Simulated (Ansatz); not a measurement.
Input, command and steps of an Ansatz relaxation.

```yaml
crystal:
  lattice:
    - [4.4293194907, 0.0, 0.0]
    - [0.0, 4.5697914665, 0.0]
    - [0.0, 0.0, 3.0933860953]
  atoms:
    - { symbol: Sn, position: [0.5, 0.5, 0.5] }
    - { symbol: Sn, position: [0.0, 0.0, 0.0] }
    - { symbol: O, position: [0.2704763908, 0.3393774681, 0.0] }
    - { symbol: O, position: [0.7704763908, 0.1606225319, 0.5] }
    - { symbol: O, position: [0.2295236092, 0.8393774681, 0.5] }
    - { symbol: O, position: [0.7295236092, 0.6606225319, 0.0] }
basis:
  ecutwfc: 420
kpoints:
  mp_grid: { grid: [6, 6, 8] }
hamiltonian:
  xc: lda
scf:
  occupations: { method: gaussian, width: 0.02 }
output:
  forces: true
  stress: true
  eigenvalues: true
relax:
  adjacent_minimum: "off"
  f_tol: 0.01
  max_steps: 30
  cell: { stress_tol: 0.1, fix: [volume] }
```

```bash
ansatz run input.yaml --threads 1 --pin off --max-ram 2560MiB --backend cpu --events-out ev --progress --plain --runs-dir out
```

Computed with DFT LDA, scalar-relativistic, plane waves, PAW (Ansatz).

The volume is held at 0.88 times that of the relaxed cell.

Of 7 frames 6 are shown, positions in Å and forces in eV/Å; the SCF threshold varies from step to step. Steps run on the plane waves of an earlier cell, with a Pulay correction in the pressure. The basis is chosen afresh for the last frame, the zero of the energies, and at times for earlier ones too; energy and pressure step there, also at an unchanged geometry. The mark taken_back stands on steps that the optimiser undid.

```xyz
6
Lattice="4.4293 0.0000 0.0000 0.0000 4.5698 0.0000 0.0000 0.0000 3.0934" Properties=species:S:1:pos:R:3:forces:R:3 pbc="T T T" step=1 free_energy_over_end_meV_per_atom=2.70 pressure_GPa=31.78
Sn    2.2147    2.2849    1.5467    0.0000    0.0000    0.0000
Sn    0.0000    0.0000    0.0000    0.0000    0.0000    0.0000
O     1.1980    1.5509    0.0000   -0.1465    0.0178    0.0000
O     3.4127    0.7340    1.5467   -0.1465   -0.0178    0.0000
O     1.0166    3.8358    1.5467    0.1465    0.0178    0.0000
O     3.2313    3.0189    0.0000    0.1465   -0.0178    0.0000
6
Lattice="4.4044 0.0000 0.0000 0.0000 4.5780 0.0000 0.0000 0.0000 3.1053" Properties=species:S:1:pos:R:3:forces:R:3 pbc="T T T" step=2 free_energy_over_end_meV_per_atom=1.00 pressure_GPa=30.67
Sn    2.2022    2.2890    1.5527    0.0000    0.0000    0.0000
Sn    0.0000    0.0000    0.0000    0.0000    0.0000    0.0000
O     1.1759    1.5685    0.0000   -0.0858    0.0237    0.0000
O     3.3781    0.7204    1.5527   -0.0858   -0.0237    0.0000
O     1.0262    3.8575    1.5527    0.0858    0.0237    0.0000
O     3.2284    3.0094    0.0000    0.0858   -0.0237    0.0000
6
Lattice="4.4018 0.0000 0.0000 0.0000 4.5854 0.0000 0.0000 0.0000 3.1021" Properties=species:S:1:pos:R:3:forces:R:3 pbc="T T T" step=3 free_energy_over_end_meV_per_atom=0.22 pressure_GPa=29.00
Sn    2.2009    2.2927    1.5511    0.0000    0.0000    0.0000
Sn    0.0000    0.0000    0.0000    0.0000    0.0000    0.0000
O     1.1444    1.5965    0.0000    0.0838    0.0533    0.0000
O     3.3453    0.6962    1.5511    0.0838   -0.0533    0.0000
O     1.0565    3.8892    1.5511   -0.0838    0.0533    0.0000
O     3.2574    2.9889    0.0000   -0.0838   -0.0533    0.0000
6
Lattice="4.4175 0.0000 0.0000 0.0000 4.5729 0.0000 0.0000 0.0000 3.0996" Properties=species:S:1:pos:R:3:forces:R:3 pbc="T T T" step=4 free_energy_over_end_meV_per_atom=0.28 pressure_GPa=29.22 taken_back
Sn    2.2088    2.2864    1.5498    0.0000    0.0000    0.0000
Sn    0.0000    0.0000    0.0000    0.0000    0.0000    0.0000
O     1.1536    1.6001    0.0000   -0.0965   -0.1089    0.0000
O     3.3623    0.6863    1.5498   -0.0965    0.1089    0.0000
O     1.0552    3.8866    1.5498    0.0965   -0.1089    0.0000
O     3.2640    2.9727    0.0000    0.0965    0.1089    0.0000
6
Lattice="4.4094 0.0000 0.0000 0.0000 4.5791 0.0000 0.0000 0.0000 3.1011" Properties=species:S:1:pos:R:3:forces:R:3 pbc="T T T" step=5 free_energy_over_end_meV_per_atom=0.04 pressure_GPa=29.23
Sn    2.2047    2.2896    1.5505    0.0000    0.0000    0.0000
Sn    0.0000    0.0000    0.0000    0.0000    0.0000    0.0000
O     1.1508    1.5946    0.0000    0.0114    0.0022    0.0000
O     3.3555    0.6950    1.5505    0.0114   -0.0022    0.0000
O     1.0539    3.8841    1.5505   -0.0114    0.0022    0.0000
O     3.2586    2.9845    0.0000   -0.0114   -0.0022    0.0000
6
Lattice="4.4212 0.0000 0.0000 0.0000 4.5649 0.0000 0.0000 0.0000 3.1023" Properties=species:S:1:pos:R:3:forces:R:3 pbc="T T T" step=7 free_energy_over_end_meV_per_atom=0.00 pressure_GPa=29.30
Sn    2.2106    2.2825    1.5512    0.0000    0.0000    0.0000
Sn    0.0000    0.0000    0.0000    0.0000    0.0000    0.0000
O     1.1559    1.5905    0.0000    0.0012    0.0008    0.0000
O     3.3665    0.6920    1.5512    0.0012   -0.0008    0.0000
O     1.0547    3.8730    1.5512   -0.0012    0.0008    0.0000
O     3.2654    2.9744    0.0000   -0.0012   -0.0008    0.0000
```

Time: 110 s on 1 thread of Intel(R) Xeon(R) Processor @ 2.50GHz (Skylake/Cascade Lake), on a shared host, peak memory 0.44 GiB.